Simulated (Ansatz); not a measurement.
# Li (Fm-3m) in Ansatz: a series of runs

The runs below take Li through density of states, band structure, with RPBE+D3(BJ)-ATM, BLYP.

Everything below comes from runs of Ansatz 0.2.0. Logs are shortened: lines on timing, memory, paths and dates and some standing lists are left out, and cuts for length are marked.

## 1. The crystal as given

It takes space group Fm-3m (No. 225, cubic). Conventional cell: a = 4.404 Å, b = 4.404 Å, c = 4.404 Å, α = 90.00°, β = 90.00°, γ = 90.00°. Li (site symmetry m-3m) has 12 Li at 3.11 Å as nearest neighbours.

This isn't the form of Li at room conditions, which is bcc.

## 2. Density of states, RPBE+D3(BJ)-ATM (volume scaled by 0.88)

File input.yaml:

```yaml
crystal:
  lattice:
    - [0.0, 2.1101413051, 2.1101413051]
    - [2.1101413051, 0.0, 2.1101413051]
    - [2.1101413051, 2.1101413051, 0.0]
  atoms:
    - { symbol: Li, position: [0.0, 0.0, 0.0] }
hamiltonian:
  xc: rpbe
  pseudopotentials: { kind: nc }
  dispersion: d3bjatm
kpoints:
  mp_grid: { grid: [9, 9, 9] }
scf:
  occupations: { method: gaussian, width: 0.025 }
  n_extra_bands: 6
output:
  forces: true
  stress: true
  eigenvalues: true
  dos: { projected: false, de: 0.05, nscf_kmesh: { grid: [11, 11, 11] } }
  write_density: true
  write_potential: true
  elf: true
  volumetric_format: npy
```

Potentials or basis: Ansatz NC.

Started as:

```
ansatz run input.yaml --threads 1 --pin off --max-ram 2560MiB --backend cpu --events-out ev --progress --plain --runs-dir out
```

Output:

```text
Warning: RAYON_NUM_THREADS=1 ignored (pool sized by the plan → 1); use --threads N
scf.n_extra_bands = 6 over 2 filled bands (N_el = 3.0): the run solves 8 bands
Engine: ansatz 0.2.0, aarch64-unknown-linux-gnu
Pseudopotentials: kind: nc
Pseudopotential: Li, nc, valence charge 3, recommended cutoff 1034.032677 eV (normal), Li.nc.azcp
Functional definition: RPBE
  parameter kappa = 0.804
  parameter beta = 0.06672455060314922
  exchange = rpbe_x(kappa = kappa, mu = beta*pi^2/3)
  correlation = pbe_c(beta = beta)
Crystal: 1 atoms, lattice volume = 18.792 Å³
Basis set: ecut = 1034.032677 eV, 1411 PW (Γ), exchange–correlation on 64×64×64 points (8 copies of the dense FFT grid, shifted against one another)
Bands: 8, of which v1, the nominal top of the filled ones, is band 2 counted from 1 (1 counted from 0)
Symmetry: 48 space group operations
Space group: Fm-3m (ITA 225), of the structure as read, at distance tolerance 2.7e-5 Å
k-points: 35 of 729
Non-local potential: Li, projectors of the file, l = 0: 2, l = 1: 2
Initial density: superposition of atomic densities (chi_scale 0.1, normalization cell)
Initial wavefunctions: pseudopotential atomic-orbital guess
Functional: x = rpbe, c = pbe(β = 0.06672455060314922)
SCF iter   1: F=—  HF=-198.386560 eV  |F-HF|=—  |Δ(HF+E_count)|=         —  Δρ=4.24e-3  dr2=4.46e-3  ethr=3.10e-3  ⟨swp⟩=5.2  Hψ=2309  notcnv=0
preconditioner: auto → none  [metal: Δε(μ)=0.010 eV  Ē_g=14.571 eV  σ=0.025 eV  W_gap=0.21  n_scr=0 (ndim 8)  ℏωp=8.6 eV  f_vac=0.000  D(μ)=2.92/eV (n_scr^D=58)]
SCF iter   2: F=—  HF=-198.385554 eV  |F-HF|=—  |Δ(HF+E_count)|=   1.01e-3  Δρ=2.09e-3  dr2=1.02e-3  ethr=1.49e-4  ⟨swp⟩=2.0  Hψ=713  notcnv=0  defer=54
SCF iter   3: F=—  HF=-198.385272 eV  |F-HF|=—  |Δ(HF+E_count)|=   2.82e-4  Δρ=1.45e-4  dr2=8.50e-7  ethr=3.40e-5  ⟨swp⟩=2.0  Hψ=382  notcnv=0  defer=59
SCF iter   4: F=—  HF=-198.385271 eV  |F-HF|=—  |Δ(HF+E_count)|=   2.76e-7  Δρ=8.96e-6  dr2=1.44e-8  ethr=3.33e-9  ⟨swp⟩=11.6  Hψ=1658  notcnv=0
SCF iter   5: F=-198.385271 eV  HF=-198.385271 eV  |F-HF|=9.11e-11  |Δ(HF+E_count)|=   7.99e-9  Δρ=1.62e-6  dr2=6.75e-11  ethr=4.79e-10  ⟨swp⟩=4.5  Hψ=843  notcnv=0
SCF 1 converged in 5 iterations: F = -198.385271 eV  dr2 = 6.75e-11
NSCF: frozen V_eff on 56 k-points
SCF converged after 5 iterations
Free energy (F): -198.385271 eV
Harris-Foulkes:  -198.385271 eV  (|F-HF|=9.11e-11)
Internal energy: -198.384359 eV  (E = F + TS)
E sigma→0 (E₀):  -198.384815 eV
Entropy (-TS):   -0.000912 eV (-0.912 meV/atom)
Fermi energy:    1.441439 eV
--- Per-component energies (eV) ---
  E_band       = -90.864342
  E_kinetic    = 146.549652
  E_local      = -137.533014  (includes V_loc(G=0)·N_el)
  E_nonlocal   = -138.524224
  E_hartree    = 49.185216
  E_xc         = -46.869100
  E_vxc        = -59.727184  (∫ρ·V_xc dr)
  E_ewald      = -70.396174
  E_disp       = -0.796715  (pairwise vdW)
  E_smearing   = -0.000912  (= −TS)
  E_closure    = 0.000000  (closes the sum)
  Σ components = -198.385271   (vs F -198.385271, Δ=0.00e0)
--- Forces (eV/Å), atoms counted from 1 ---
  atom   1  Li     0.00000000     0.00000000     0.00000000
  max |Σ_I F_I| component: 3.85e-34 eV/Å
--- Stress (GPa, compression-positive) ---
       -7.877254       0.000000      -0.000000
        0.000000      -7.877254      -0.000000
        0.000000      -0.000000      -7.877254
  P = ⅓ Tr σ = -7.8773 GPa (-78.773 kbar)
--- Band table (eV; the first three rows and the last of 35) ---
  k-point 0: bands = ["-45.3678", "-2.4349", "16.5435", "16.5435", "16.5435", "20.4006", "20.4006", "20.4006"]
  k-point 1: bands = ["-45.3651", "-2.2066", "14.2370", "16.0560", "16.0560", "19.5921", "21.2584", "21.2584"]
  k-point 2: bands = ["-45.3581", "-1.5227", "10.5682", "15.3307", "15.3307", "20.0381", "21.3049", "21.3049"]
  k-point 34: bands = ["-45.3373", "3.6953", "5.5215", "6.7284", "10.7819", "18.9657", "20.4676", "23.3246"]
```

Wall time 2 s (1 thread of Arm Neoverse V1, shared host); peak memory 0.22 GiB.

What came out:

- Free energy: -198.3853 eV
- Pressure: -7.9 GPa
- Band gap on the k mesh: none (metal or under the smearing width)
- Density of states at the Fermi level: 0.49 states/eV per cell

States per cell in windows of 1 eV (zero at the Fermi level; states under -8 eV left out):
```csv
from (eV),total
-8.0,0.00
-7.0,0.00
-6.0,0.00
-5.0,0.00
-4.0,0.08
-3.0,0.22
-2.0,0.31
-1.0,0.42
0.0,0.46
1.0,0.38
2.0,0.14
3.0,0.50
4.0,0.45
5.0,0.39
6.0,0.42
7.0,0.50
```

Caveat: the potentials were made for another functional, which shifts forces and pressure; pairwise dispersion overbinds metals, which lowers pressure and volume.

## 3. Band structure, BLYP

File input.yaml:

```yaml
crystal:
  lattice:
    - [0.0, 2.202, 2.202]
    - [2.202, 0.0, 2.202]
    - [2.202, 2.202, 0.0]
  atoms:
    - { symbol: Li, position: [0.0, 0.0, 0.0] }
hamiltonian:
  xc: blyp
  pseudopotentials: { kind: paw, source: ansatz }
kpoints:
  mp_grid: { grid: [10, 10, 10] }
  band_path:
    path:
      - [[0.0, 0.0, 0.0], [0.5, 0.0, 0.5], [0.5, 0.25, 0.75], [0.375, 0.375, 0.75], [0.0, 0.0, 0.0], [0.5, 0.5, 0.5], [0.625, 0.25, 0.625], [0.5, 0.25, 0.75], [0.5, 0.5, 0.5], [0.375, 0.375, 0.75]]
      - [[0.625, 0.25, 0.625], [0.5, 0.0, 0.5]]
    npoints: 14
scf:
  occupations: { method: fermi_dirac, width: 0.1 }
  n_extra_bands: 6
output:
  forces: true
  stress: true
  eigenvalues: true
  fatbands: true
```

Potentials or basis: Ansatz PAW earlier set.

Started as:

```
ansatz run input.yaml --threads 1 --pin off --max-ram 2560MiB --backend cpu --events-out ev --progress --plain --runs-dir out
```

Output:

```text
Warning: RAYON_NUM_THREADS=1 ignored (pool sized by the plan → 1); use --threads N
scf.n_extra_bands = 6 over 2 filled bands (N_el = 3.0): the run solves 8 bands
Engine: ansatz 0.2.0, aarch64-unknown-linux-gnu
Pseudopotentials: kind: paw
Pseudopotential: Li, paw, valence charge 3, recommended cutoff 780 eV (normal), Li.paw.azcp
Functional definition: BLYP
  parameter beta = 0.0042
  parameter a = 0.04918
  parameter b = 0.132
  parameter c = 0.2533
  parameter d = 0.349
  exchange = b88_x(beta = beta)
  correlation = lyp_c(a = a, b = b, c = c, d = d)
Crystal: 1 atoms, lattice volume = 21.354 Å³
Basis set: ecut = 780 eV, 1067 PW (Γ), exchange–correlation on 60×60×60 points (8 copies of the dense FFT grid, shifted against one another)
Bands: 8, of which v1, the nominal top of the filled ones, is band 2 counted from 1 (1 counted from 0)
Symmetry: 48 space group operations
Space group: Fm-3m (ITA 225), of the structure as read, at distance tolerance 2.8e-5 Å
k-points: 47 of 1000
Non-local potential: Li, projectors of the file, l = 0: 2, l = 1: 1, l = 2: 2
PAW form: soft (Blöchl's): semilocal exchange-correlation on the pseudo side does not see the compensation charge
PAW one-centre angular grid: Li, 110 points (default); XC on 64 Gauss nodes
Initial density: superposition of atomic densities (chi_scale 0.1, normalization cell)
Initial wavefunctions: pseudopotential atomic-orbital guess
Functional: x = b88, c = lyp
SCF iter   1: F=—  HF=-204.943195 eV  |F-HF|=—  |Δ(HF+E_count)|=         —  Δρ=3.30e-3  dr2=2.25e-3  ethr=3.10e-3  ⟨swp⟩=5.2  Hψ=2944  notcnv=0  defer=3
preconditioner: auto → none  [metal: Δε(μ)=0.200 eV  Ē_g=13.272 eV  σ=0.100 eV  W_gap=0.42  n_scr=0 (ndim 8)  ℏωp=8.0 eV  f_vac=0.000  D(μ)=0.53/eV (n_scr^D=0)]
SCF iter   2: F=—  HF=-204.948419 eV  |F-HF|=—  |Δ(HF+E_count)|=   5.22e-3  Δρ=1.41e-3  dr2=5.22e-4  ethr=7.49e-5  ⟨swp⟩=1.5  Hψ=781  notcnv=0  defer=14
SCF iter   3: F=—  HF=-204.950548 eV  |F-HF|=—  |Δ(HF+E_count)|=   2.13e-3  Δρ=2.02e-4  dr2=6.65e-6  ethr=1.74e-5  ⟨swp⟩=2.1  Hψ=366  notcnv=0  defer=14
SCF iter   4: F=—  HF=-204.950570 eV  |F-HF|=—  |Δ(HF+E_count)|=   2.23e-5  Δρ=2.08e-5  dr2=4.27e-8  ethr=3.33e-9  ⟨swp⟩=6.9  Hψ=2176  notcnv=0
SCF iter   5: F=-204.950570 eV  HF=-204.950570 eV  |F-HF|=3.73e-9  |Δ(HF+E_count)|=   4.30e-7  Δρ=2.97e-6  dr2=2.61e-9  ethr=1.42e-9  ⟨swp⟩=3.0  Hψ=1454  notcnv=0
SCF 1 converged in 5 iterations: F = -204.950570 eV  dr2 = 2.61e-9
NSCF: frozen V_eff on 142 k-points
SCF converged after 5 iterations
Free energy (F): -204.950570 eV
Harris-Foulkes:  -204.950570 eV  (|F-HF|=3.73e-9)
Internal energy: -204.933415 eV  (E = F + TS)
E sigma→0 (E₀):  -204.941993 eV
Entropy (-TS):   -0.017155 eV (-17.155 meV/atom)
Fermi energy:    1.120004 eV
--- Per-component energies (eV) ---
  E_band       = -92.381428
  E_kinetic    = 60.825372
  E_local      = -186.714978  (includes V_loc(G=0)·N_el)
  E_nonlocal   = -19.921044
  E_hartree    = 54.003574
  E_xc         = -21.792547
  E_vxc        = -28.069460  (∫ρ·V_xc dr)
  E_paw        = -23.874285  (= ΣΔE_a)
  E_vpaw       = -26.508872  (= ΣTr[D̂ρ^β])
  E_aug_tail   = 0.000017  (compensation charges beyond the density's cutoff)
  E_ewald      = -67.459525
  E_smearing   = -0.017155  (= −TS)
  E_closure    = 0.000000  (closes the sum)
  Σ components = -204.950570   (vs F -204.950570, Δ=0.00e0)
--- Forces (eV/Å), atoms counted from 1 ---
  atom   1  Li     0.00000000     0.00000000    -0.00000000
  max |Σ_I F_I| component: 1.95e-32 eV/Å
--- Stress (GPa, compression-positive) ---
       -0.782444      -0.000000       0.000000
        0.000000      -0.782444      -0.000000
        0.000000       0.000000      -0.782444
  P = ⅓ Tr σ = -0.7824 GPa (-7.824 kbar)
--- Band table (eV; the first three rows and the last of 47) ---
  k-point 0: bands = ["-46.1228", "-2.2934", "14.7195", "14.7195", "14.7195", "18.8835", "18.8835", "18.8835"]
  k-point 1: bands = ["-46.1215", "-2.1189", "13.1553", "14.3992", "14.3992", "17.9883", "19.4697", "19.4697"]
  k-point 2: bands = ["-46.1180", "-1.5960", "10.2567", "13.8346", "13.8346", "18.2773", "19.8229", "19.8229"]
  k-point 46: bands = ["-46.1043", "3.8613", "5.3633", "5.4750", "9.3751", "17.2026", "17.7605", "22.1717"]
```

fatbands.tsv:

```text
# ik	k_distance	band	e_minus_ef	li0_l0_1S	li0_l0_2S
# fermi_ev = 1.120004
# lock_threshold_ev = 1e-12
# [0, 0, 0] at k_distance = 0.000000
# [0.5, 0, 0.5] at k_distance = 1.426700
# [0.5, 0.25, 0.75] at k_distance = 2.140049
# [0.375, 0.375, 0.75] at k_distance = 2.644464
# [0, 0, 0] at k_distance = 4.157708
# [0.5, 0.5, 0.5] at k_distance = 5.393266
# [0.625, 0.25, 0.625] at k_distance = 6.266937
# [0.5, 0.25, 0.75] at k_distance = 6.771352
# [0.5, 0.5, 0.5] at k_distance = 7.780181
# [0.375, 0.375, 0.75] at k_distance = 8.653852
# [0.625, 0.25, 0.625] at k_distance = 8.653852
# [0.5, 0, 0.5] at k_distance = 9.158267
# jumps = 127
# n_points = 142
0	0.000000	0	-47.242821	0.962886	0.037112
0	0.000000	1	-3.413361	0.037100	0.962564
0	0.000000	2	13.599516	0.000000	0.000000
0	0.000000	3	13.599516	0.000000	0.000000
0	0.000000	4	13.599516	0.000000	0.000000
0	0.000000	5	17.763537	0.000000	0.000000
[... 1008 lines left out ...]
126	8.653852	6	17.592042	0.000001	0.000074
126	8.653852	7	23.663666	0.000000	0.000000

127	8.653852	0	-47.224739	0.985788	0.014211
127	8.653852	1	2.477295	0.000000	0.000000
127	8.653852	2	3.023091	0.000201	0.013809
127	8.653852	3	6.189327	0.012707	0.879574
127	8.653852	4	8.973912	0.000000	0.000000
127	8.653852	5	13.387825	0.001075	0.076667
[... 112 lines left out ...]
141	9.158267	6	14.649671	0.001446	0.104323
141	9.158267	7	28.381721	0.000000	0.000000
```

It took 2.5 s on 1 thread of Arm Neoverse V1, shared host; peak memory 0.26 GiB.

What came out:

* Free energy: -204.9506 eV
* Pressure: -0.8 GPa
* Band gap on the k mesh: none (metal or under the smearing width)

Levels at the corners of the path, in eV from the Fermi level:
```
point  band 1  band 2  band 3  band 4  band 5  band 6
    Γ  -47.24   -3.41   13.60   13.60   13.60   17.76
    X  -47.22    1.53    4.61    8.09    8.09   10.41
    W  -47.22    3.42    3.42    4.33    8.27   16.29
    K  -47.22    2.48    3.02    6.19    8.97   13.39
    Γ  -47.24   -3.41   13.60   13.60   13.60   17.76
    L  -47.23    0.06    2.81   12.00   12.00   16.17
    U  -47.22    2.48    3.02    6.19    8.97   13.39
    W  -47.22    3.42    3.42    4.33    8.27   16.29
    L  -47.23    0.06    2.81   12.00   12.00   16.17
    K  -47.22    2.48    3.02    6.19    8.97   13.39
    U  -47.22    2.48    3.02    6.19    8.97   13.39
    X  -47.22    1.53    4.61    8.09    8.09   10.41
```

Caveat: the potentials were made for another functional, which shifts forces and pressure.
